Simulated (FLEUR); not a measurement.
Runs of FLEUR MaX-R8.1 (patched build s14) on YN. Symmetry: Fm-3m, No. 225, cubic system. Conventional cell: a = 4.877 Å, b = 4.877 Å, c = 4.877 Å, α = 90.00°, β = 90.00°, γ = 90.00°. Y (site symmetry m-3m) has 6 N at 2.44 Å as nearest neighbours. N (site symmetry m-3m) is surrounded by 6 Y at 2.44 Å. 

```csv
task,level,spin,U,cell,k mesh,smearing,inpgen profile,gmax,muffin-tin radii,lmax,local orbitals a species,kmax,other keys,mesh quality,gap on the mesh (eV),moment (μB)
single point,Wu-Cohen GGA,"collinear, ferromagnetic start",-,as given,9 × 9 × 9,fermi-dirac 0.02 eV,fastHighL,12.5 1/bohr,"Y 2.59, N 1.68 bohr","Y 10, N 7","Y 5, N 3",4.05 1/bohr,-,not flagged,0.17,0.00
band structure,LDA exchange alone (X-alpha),"collinear, ferromagnetic start, SOC",-,as given,6 × 6 × 6,gaussian 0.2 eV,moderate,22.5 1/bohr,"Y 2.59, N 1.68 bohr","Y 10, N 6","Y 5, N 3",4.5 1/bohr,-,coarse,-,0.00
density of states,LDA (Perdew-Zunger)+U,off,Y d U = 8 eV,as given,11 × 11 × 11,fermi-dirac 0.05 eV,fastHighL,12.5 1/bohr,"Y 2.59, N 1.68 bohr","Y 10, N 7","Y 4, N 3",4.05 1/bohr,k mesh = 11 × 11 × 11,not flagged,(a),-
single point,PBE,"non-collinear, typed start",-,volume scaled by 1.08,4 × 4 × 4,gaussian 0.1 eV,moderate,22.5 1/bohr,"Y 2.65, N 1.73 bohr","Y 10, N 7","Y 5, N 3",4.5 1/bohr,-,coarse,0.24,-
```

Alike in all rows: potentials or basis all-electron, FLAPW.

Problem. Fill in the values left out.

Solution. (a) 1.09.

Caveats: some runs use coarse meshes; an odd mesh through Γ misses points on the zone boundary, where band edges often lie (some runs); with Gaussian smearing the program prints no entropy term, so the energy of a metal isn't a free energy (some runs); the directions of the moments are held as typed and only their lengths relax (some runs).

A k mesh can miss the band edges, and rows without SOC leave out spin-orbit coupling on Y.
